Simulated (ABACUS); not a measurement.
# BN (F-43m) in ABACUS: notebook

The runs below take BN through single point, with TM, M06-L.

Everything below comes from runs of ABACUS 3.10.1. Logs are shortened: lines on timing, memory, paths and dates and some standing lists are left out, and cuts for length are marked.

**What was measured.**

A printed reference work, monograph reports, for a bulk crystal of BN at 300 K: band gap 6.4 eV (indirect).

How close the calculation comes is told below.

**1. The structure**

Symmetry: F-43m, No. 216, cubic system. Conventional cell: a = 3.626 Å, b = 3.626 Å, c = 3.626 Å, α = 90.00°, β = 90.00°, γ = 90.00°. N (site symmetry -43m) is surrounded by 4 B at 1.57 Å. B (site symmetry -43m) has 4 N at 1.57 Å as nearest neighbours.

The cell is a database's computed one.

**2. Single point, TM**

Input file INPUT:

```
INPUT_PARAMETERS
suffix              BN
calculation         scf
basis_type          pw
pseudo_dir          ./
latname             fcc
symmetry            1
dft_functional      MGGA_X_TM+MGGA_C_TM
ecutwfc             97
pseudo_rcut         7
nspin               1
nbands              14
ks_solver           dav
smearing_method     fd
smearing_sigma      0.00367493
scf_thr             1e-08
scf_nmax            100
mixing_type         broyden
mixing_beta         0.7
cal_force           1
cal_stress          1
mixing_tau          1
out_chg             1
out_pot             2
out_elf             1
```

Input file STRU:

```
ATOMIC_SPECIES
N 14.0070 N_ONCV_PBE-1.2.upf
B 10.8100 B_ONCV_PBE-1.2.upf

LATTICE_CONSTANT
6.8521507073

ATOMIC_POSITIONS
Direct

N
0.0
1
0.7500000000 0.7500000000 0.7500000000 1 1 1

B
0.0
1
0.0000000000 0.0000000000 0.0000000000 1 1 1
```

Input file KPT:

```
K_POINTS
0
Gamma
8 8 8 0 0 0
```

Potentials or basis: SG15 ONCV 1.2 PBE, plane waves.

On the command line:

```bash
OMP_NUM_THREADS=1 mpirun -np 4 abacus > log
```

running log:

```text
ABACUS v3.10.1

               Atomic-orbital Based Ab-initio Computation at UStc

 ------------------------------------------------------------------------------------

 READING GENERAL INFORMATION
                           global_out_dir = OUT.BN/
                           global_in_card = INPUT
                               pseudo_dir = ./
                              orbital_dir =
                                    DSIZE = 4
                                    GSIZE = 1

 READING UNITCELL INFORMATION
                                    ntype = 2
                  lattice constant (Bohr) = 6.85215
              lattice constant (Angstrom) = 3.626

 READING ATOM TYPE 1
                               atom label = N
                      L=0, number of zeta = 1
                      L=1, number of zeta = 1
                      L=2, number of zeta = 1
             number of atom for this type = 1

 READING ATOM TYPE 2
                               atom label = B
                      L=0, number of zeta = 1
                      L=1, number of zeta = 1
                      L=2, number of zeta = 1
             number of atom for this type = 1

                        TOTAL ATOM NUMBER = 2
DIRECT COORDINATES
    atom                   x                   y                   z     mag                  vx                  vy                  vz
taud_N1            0.7500000000        0.7500000000        0.7500000000  0.0000        0.0000000000        0.0000000000        0.0000000000
taud_B1            0.0000000000        0.0000000000        0.0000000000  0.0000        0.0000000000        0.0000000000        0.0000000000

                          Volume (Bohr^3) = 80.4305
                             Volume (A^3) = 11.9186

 Lattice vectors: (Cartesian coordinate: in unit of a_0)
                 -0.5                  +0                +0.5
                   +0                +0.5                +0.5
                 -0.5                +0.5                  +0
 Reciprocal vectors: (Cartesian coordinate: in unit of 2 pi/a_0)
                   -1                  -1                  +1
                   +1                  +1                  +1
                   -1                  +1                  -1
 The esolver type has been set to : ksdft_pw

                PAO radial cut off (Bohr) = 7

 Read in pseudopotential file is N_ONCV_PBE-1.2.upf
                     pseudopotential type = NC
          exchange-correlation functional = PBE
                 nonlocal core correction = 0
                        valence electrons = 5
                                     lmax = 1
                           number of zeta = 0
                     number of projectors = 4
                           L of projector = 0
                           L of projector = 0
                           L of projector = 1
[... 189 lines left out ...]
 projector 1 L=0
 projector 2 L=0
 projector 3 L=1
 projector 4 L=1
      TOTAL NUMBER OF NONLOCAL PROJECTORS = 16

 Init Non-Local PseudoPotential table :
 Init Non-Local-Pseudopotential done.

                                     npwx = 330

 -------------------------------------------
 SELF-CONSISTENT
 -------------------------------------------
                                 init_chg = atomic

 PW ALGORITHM --------------- ION=   1  ELEC=   1--------------------------------

 Density error is 0.186691880634
                          Error Threshold = 0.01
----------------------------------------------------------
     Energy           Rydberg                 eV
----------------------------------------------------------
 E_KohnSham     -25.6563318969       -349.0723035774
 E_Harris       -24.5725001217       -334.3260157603
 E_Fermi        1.0298671999         14.0120621023
----------------------------------------------------------
[... 51 lines left out ...]
 Density error is 1.97243508985e-09
                          Error Threshold = 6.09082507072e-09
----------------------------------------------------------
     Energy           Rydberg                 eV
----------------------------------------------------------
 E_KohnSham     -25.7058387523       -349.7458788999
 E_KS(sigma->0) -25.7058387523       -349.7458788999
 E_Harris       -25.7058645987       -349.7462305593
 E_band         1.8359412347         24.9792619848
 E_one_elec     4.3543154746         59.2435013437
 E_Hartree      3.5971896261         48.9422757020
 E_xc           -7.3964810512        -100.6342874454
 E_Ewald        -26.2608628017       -357.2973685000
 E_entropy(-TS) -0.0000000000        -0.0000000000
 E_descf        0.0000000000         0.0000000000
 E_exx          0.0000000000         0.0000000000
 E_Fermi        0.9352467258         12.7246845071
----------------------------------------------------------

 charge density convergence is achieved
 final etot is -349.7458789 eV
 EFERMI = 12.724684507 eV
The vacuum level is 9.3731982843 eV

 STATE ENERGY(eV) AND OCCUPATIONS    NSPIN == 1
 1/29 kpoint (Cartesian) = 0.0000 0.0000 0.0000 (325 pws)
       1       -9.25759     0.00390625
       2        10.9934     0.00390625
       3        10.9934     0.00390625
       4        10.9934     0.00390625
       5        20.0047    2.28259e-66
       6        20.0047    2.28259e-66
       7        20.0047    2.28259e-66
       8        21.4284    9.82618e-79
       9        35.3842        0.00000
      10        39.2314        0.00000
      11        39.2314        0.00000
      12        39.2314        0.00000
      13        39.3302        0.00000
      14        39.3302        0.00000
[... 66 lines left out ...]
       1       -8.75963      0.0234375
       2        9.74443      0.0234375
       3        9.89338      0.0234375
       4        9.89338      0.0234375
       5        19.2879    2.30260e-59
       6        21.5249    8.56066e-79
       7        21.5249    8.56066e-79
       8        22.6520    1.38843e-88
       9        31.8533        0.00000
      10        36.6693        0.00000
      11        40.0432        0.00000
      12        40.5465        0.00000
      13        40.5465        0.00000
      14        43.6497        0.00000

[... levels at 23 further k points ...]

------------------------------------------------------------------------------------------
 TOTAL-FORCE (eV/Angstrom)
------------------------------------------------------------------------------------------
                        N1         0.0000000000         0.0000000000         0.0000000000
                        B1         0.0000000000         0.0000000000         0.0000000000
------------------------------------------------------------------------------------------

----------------------------------------------------------------
 TOTAL-STRESS (KBAR)
----------------------------------------------------------------
       -50.2032194827         0.0000000000         0.0000000000
         0.0000000000       -50.2032194827        -0.0000000000
         0.0000000000         0.0000000000       -50.2032194827
----------------------------------------------------------------
 TOTAL-PRESSURE: -50.203219 KBAR

 --------------------------------------------
 !FINAL_ETOT_IS -349.7458788998521300 eV
 --------------------------------------------
```

stdout:

```text
ABACUS v3.10.1

               Atomic-orbital Based Ab-initio Computation at UStc

 dft_functional readin is: MGGA_X_TM+MGGA_C_TM
 dft_functional in pseudopot file is: PBE
 Please make sure this is what you need
[... 32 lines left out ...]
----------------------------------------------------------------
 TOTAL-STRESS (KBAR)
----------------------------------------------------------------
       -50.2032194827         0.0000000000         0.0000000000
         0.0000000000       -50.2032194827        -0.0000000000
         0.0000000000         0.0000000000       -50.2032194827
----------------------------------------------------------------
 TOTAL-PRESSURE: -50.203219 KBAR
```

Wall time 6.7 s (4 MPI ranks of Intel Xeon Platinum 8375C at 2.90GHz (Ice Lake), shared host); peak memory 0.2 GiB.

Results:

| Quantity | Value |
| --- | --- |
| Free energy | -349.7459 eV |
| Pressure | -5.0 GPa |
| Band gap on the k mesh | 4.55 eV, indirect (least direct gap 9.01 eV) |

Caveat: the potentials were made for another functional, which shifts forces and pressure.

**3. Single point, M06-L**

Edit INPUT of step 2 so:

```diff
@@ -7,5 +7,5 @@
 symmetry            1
-dft_functional      MGGA_X_TM+MGGA_C_TM
+dft_functional      MGGA_X_M06_L+MGGA_C_M06_L
 ecutwfc             97
-pseudo_rcut         7
+pseudo_rcut         10
 nspin               1
@@ -23,3 +23,2 @@
 out_chg             1
-out_pot             2
-out_elf             1
+kpar                4
```

STRU is that of step 2.

KPT is that of step 2.

Potentials or basis: SG15 ONCV 1.2 PBE, plane waves.

On the command line:

```bash
OMP_NUM_THREADS=1 mpirun -np 4 abacus > log
```

running log:

```text
ABACUS v3.10.1

               Atomic-orbital Based Ab-initio Computation at UStc

 ------------------------------------------------------------------------------------

 READING GENERAL INFORMATION
                           global_out_dir = OUT.BN/
                           global_in_card = INPUT
                               pseudo_dir = ./
                              orbital_dir =
                                    DSIZE = 4
                                    GSIZE = 1

 READING UNITCELL INFORMATION
                                    ntype = 2
                  lattice constant (Bohr) = 6.85215
              lattice constant (Angstrom) = 3.626

 READING ATOM TYPE 1
                               atom label = N
                      L=0, number of zeta = 1
                      L=1, number of zeta = 1
                      L=2, number of zeta = 1
             number of atom for this type = 1

 READING ATOM TYPE 2
                               atom label = B
                      L=0, number of zeta = 1
                      L=1, number of zeta = 1
                      L=2, number of zeta = 1
             number of atom for this type = 1

                        TOTAL ATOM NUMBER = 2
DIRECT COORDINATES
    atom                   x                   y                   z     mag                  vx                  vy                  vz
taud_N1            0.7500000000        0.7500000000        0.7500000000  0.0000        0.0000000000        0.0000000000        0.0000000000
taud_B1            0.0000000000        0.0000000000        0.0000000000  0.0000        0.0000000000        0.0000000000        0.0000000000

                          Volume (Bohr^3) = 80.4305
                             Volume (A^3) = 11.9186

 Lattice vectors: (Cartesian coordinate: in unit of a_0)
                 -0.5                  +0                +0.5
                   +0                +0.5                +0.5
                 -0.5                +0.5                  +0
 Reciprocal vectors: (Cartesian coordinate: in unit of 2 pi/a_0)
                   -1                  -1                  +1
                   +1                  +1                  +1
                   -1                  +1                  -1
 The esolver type has been set to : ksdft_pw

                PAO radial cut off (Bohr) = 10

 Read in pseudopotential file is N_ONCV_PBE-1.2.upf
                     pseudopotential type = NC
          exchange-correlation functional = PBE
                 nonlocal core correction = 0
                        valence electrons = 5
                                     lmax = 1
                           number of zeta = 0
                     number of projectors = 4
                           L of projector = 0
                           L of projector = 0
                           L of projector = 1
                           L of projector = 1
 XC functional updated to : MGGA_X_M06_L+MGGA_C_M06_L
          exchange-correlation functional = MGGA_X_M06_L+MGGA_C_M06_L
                PAO radial cut off (Bohr) = 10

 Read in pseudopotential file is B_ONCV_PBE-1.2.upf
                     pseudopotential type = NC
          exchange-correlation functional = PBE
                 nonlocal core correction = 0
                        valence electrons = 3
                                     lmax = 1
                           number of zeta = 0
                     number of projectors = 4
                           L of projector = 0
                           L of projector = 0
                           L of projector = 1
                           L of projector = 1
 XC functional updated to : MGGA_X_M06_L+MGGA_C_M06_L
          exchange-correlation functional = MGGA_X_M06_L+MGGA_C_M06_L
     initial pseudo atomic orbital number = 0

 SETUP THE ELECTRONS NUMBER
             electron number of element N = 5
       total electron number of element N = 5
[... 100 lines left out ...]
       2  0.12500000  0.12500000  0.12500000  0.0156       1
       3  0.25000000  0.25000000  0.25000000  0.0156       2
       4  0.37500000  0.37500000  0.37500000  0.0156       3
       5  0.50000000  0.50000000  0.50000000  0.0078       4
       6  0.12500000  0.12500000  0.00000000  0.0117       9
[... 21 lines left out ...]
      28 -0.12500000  0.50000000  0.37500000  0.0234     101
      29  0.50000000  0.25000000 -0.25000000  0.0117     166

                               nkstot now = 29
[... K-POINTS DIRECT COORDINATES: 29 rows ...]

           k-point number in this process = 8
       minimum distributed K point number = 7
[... stars of the k points ...]

[... K-POINTS CARTESIAN COORDINATES: 8 rows ...]

[... K-POINTS DIRECT COORDINATES: 8 rows ...]

 SETUP PLANE WAVES FOR WAVE FUNCTIONS
     energy cutoff for wavefunc (unit:Ry) = 97
              fft grid for wave functions = [ 32, 32, 32 ]
                    number of plane waves = 1639
                         number of sticks = 187

 PARALLEL PW FOR WAVE FUNCTIONS
     PROC   COLUMNS(POT)             PW
        1            187           1639
 --------------- sum -------------------
        1            187           1639

 SETUP NONLOCAL PSEUDOPOTENTIALS IN PLANE WAVE BASIS
 N non-local projectors:
 projector 1 L=0
 projector 2 L=0
 projector 3 L=1
 projector 4 L=1
 B non-local projectors:
 projector 1 L=0
 projector 2 L=0
 projector 3 L=1
 projector 4 L=1
      TOTAL NUMBER OF NONLOCAL PROJECTORS = 16

 Init Non-Local PseudoPotential table :
 Init Non-Local-Pseudopotential done.

                                     npwx = 1314

 -------------------------------------------
 SELF-CONSISTENT
 -------------------------------------------
                                 init_chg = atomic

 PW ALGORITHM --------------- ION=   1  ELEC=   1--------------------------------

 Density error is 0.167748546188
                          Error Threshold = 0.01
----------------------------------------------------------
     Energy           Rydberg                 eV
----------------------------------------------------------
 E_KohnSham     -25.6759676143       -349.3394612173
 E_Harris       -24.4609097453       -332.8077507999
 E_Fermi        1.0240197546         13.9325035271
----------------------------------------------------------
[... 63 lines left out ...]
 Density error is 1.52244678225e-09
                          Error Threshold = 2.4801145107e-10
----------------------------------------------------------
     Energy           Rydberg                 eV
----------------------------------------------------------
 E_KohnSham     -25.7193029037       -349.9290680777
 E_KS(sigma->0) -25.7193029037       -349.9290680777
 E_Harris       -25.7192957934       -349.9289713381
 E_band         1.6039685136         21.8231111978
 E_one_elec     4.2981517764         58.4793550284
 E_Hartree      3.6941032390         50.2608530509
 E_xc           -7.4506951174        -101.3719076570
 E_Ewald        -26.2608628018       -357.2973685001
 E_entropy(-TS) -0.0000000000        -0.0000000000
 E_descf        0.0000000000         0.0000000000
 E_exx          0.0000000000         0.0000000000
 E_Fermi        1.0841481013         14.7505916532
----------------------------------------------------------

 charge density convergence is achieved
 final etot is -349.92906808 eV
 EFERMI = 14.750591653 eV

 STATE ENERGY(eV) AND OCCUPATIONS    NSPIN == 1
 1/8 kpoint (Cartesian) = 0.0000 0.0000 0.0000 (1291 pws)
       1       -10.2092     0.00390625
       2        10.9347     0.00390625
       3        10.9347     0.00390625
       4        10.9347     0.00390625
       5        20.2254    1.09272e-50
       6        20.2254    1.09272e-50
       7        20.2254    1.09272e-50
       8        21.4910    1.10993e-61
       9        36.2561        0.00000
      10        40.0422        0.00000
      11        40.0422        0.00000
      12        40.9000        0.00000
      13        40.9000        0.00000
      14        40.9000        0.00000
[... 66 lines left out ...]
       1       -9.70349      0.0234375
       2        9.59414      0.0234375
       3        9.80301      0.0234375
       4        9.80301      0.0234375
       5        19.5254    7.87913e-44
       6        21.8068    1.20251e-63
       7        21.8068    1.20251e-63
       8        22.7788    4.33957e-72
       9        32.8635        0.00000
      10        37.5534        0.00000
      11        40.7792        0.00000
      12        42.2454        0.00000
      13        42.2454        0.00000
      14        44.4637        0.00000

[... levels at 2 further k points ...]

------------------------------------------------------------------------------------------
 TOTAL-FORCE (eV/Angstrom)
------------------------------------------------------------------------------------------
                        N1         0.0000000000         0.0000000000         0.0000000000
                        B1         0.0000000000         0.0000000000         0.0000000000
------------------------------------------------------------------------------------------

----------------------------------------------------------------
 TOTAL-STRESS (KBAR)
----------------------------------------------------------------
       -53.4929481419         0.0000000000         0.0000000000
         0.0000000000       -53.4929481419         0.0000000000
         0.0000000000         0.0000000000       -53.4929481419
----------------------------------------------------------------
 TOTAL-PRESSURE: -53.492948 KBAR

 --------------------------------------------
 !FINAL_ETOT_IS -349.9290680777115767 eV
 --------------------------------------------
```

Wall time 4.9 s (4 MPI ranks of Intel Xeon Platinum 8375C at 2.90GHz (Ice Lake), shared host); peak memory 0.24 GiB.

What came out:

```yaml
Free_energy: -349.9291 eV
Pressure: -5.3 GPa
Band_gap_on_the_k_mesh: 4.82 eV, indirect (least direct gap 9.29 eV)
```

Levels at points of the mesh, in eV from the valence-band top:
| k point | band 2 | band 3 | band 4 | band 5 | band 6 | band 7 |
| --- | --- | --- | --- | --- | --- | --- |
| (0.00, 0.00, 0.00) | 0.00 | 0.00 | 0.00 | 9.29 | 9.29 | 9.29 |
| (0.50, 0.50, 0.50) | -10.83 | -2.00 | -2.00 | 10.61 | 11.29 | 11.29 |
| (0.50, 0.50, 0.00) | -9.06 | -5.02 | -5.02 | 4.82 | 9.90 | 18.69 |

Caveat: the potentials were made for another functional, which shifts forces and pressure.

**4. Comparison with measurements**

Step 2. Measured gap of BN: 6.4 eV (indirect; 300 K; a printed reference work, monograph). This calculation gives 4.55 eV (-1.85 eV). The value is that of TM on a finite k mesh, which can miss the band edges, without temperature or zero-point motion. The cell is a database's relaxed one, not the measured one, which moves gaps too.

Step 3. Against the measured gap of BN, 6.4 eV (indirect; 300 K; a printed reference work, monograph), the calculated 4.82 eV is off by -1.58 eV. The value is that of M06-L on a finite k mesh, which can miss the band edges, without temperature or zero-point motion. The cell is a database's relaxed one, not the measured one, which moves gaps too.
